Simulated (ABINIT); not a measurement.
Write the native input for ABINIT 10.8.3 (patched build) that does the following.

```yaml
Task: single point
Functional: PBE
Potentials_or_basis: JTH PAW PBE v2.0
Cutoff: 408 eV
k_mesh: 9 × 9 × 9
Occupations: fermi-dirac, width 0.05 eV
Spin: no spin polarisation
Fine-grid_cutoff: 816.342 eV
```

The system is BAs.

```xyz
2
Lattice="2.9570 0.0000 0.0000 0.0000 2.9570 0.0000 0.0000 0.0000 2.9570" Properties=species:S:1:pos:R:3 pbc="T T T"
B     1.4785    1.4785    1.4785
As    0.0000    0.0000    0.0000
```

The cell was built by a generator and needn't be a form met in nature.

One way to write it, as run:

run.abi

```
# Pseudopotentials
pp_dirpath "./"
pseudos "B.GGA_PBE-JTH.xml, As.GGA_PBE-JTH.xml"

# Structure
acell 3*1.0 Angstrom
rprim
     2.9570103300     0.0000000000     0.0000000000
     0.0000000000     2.9570103300     0.0000000000
     0.0000000000     0.0000000000     2.9570103300
ntypat 2
znucl 5 33
natom 2
typat 1 2
xred
     0.5000000000     0.5000000000     0.5000000000
     0.0000000000     0.0000000000     0.0000000000

# Plane-wave basis
ecut 408.170794 eV
pawecutdg 30.0
pawxcdev 0

# k points
kptopt 1
ngkpt 9 9 9
nshiftk 1
shiftk 0.0 0.0 0.0

# Exchange and correlation
ixc 11

# Bands and occupations
nband 13
occopt 3
tsmear 0.05 eV

# SCF cycle
nstep 100
tolvrs 1.0e-9

# Output
iomode 3
prtwf 0
prtden 0
prteig 0
prtebands 0
```

Potentials or basis: JTH PAW PBE v2.0.

Command:

```bash
$ abinit run.abi > log 2>&1
```

It gave:

```json
{
  "Pressure": "-2.0 GPa",
  "Band gap on the k mesh": "none (metal or under the smearing width)",
  "Valence electrons inside the program's atomic spheres": "B 1.43; As 12.52"
}
```

Caveat: the highest band is partly filled, so the run has too few bands.

Run time: 7.2 s on 1 thread of Arm Neoverse V1 (shared host), peak memory 0.08 GiB.
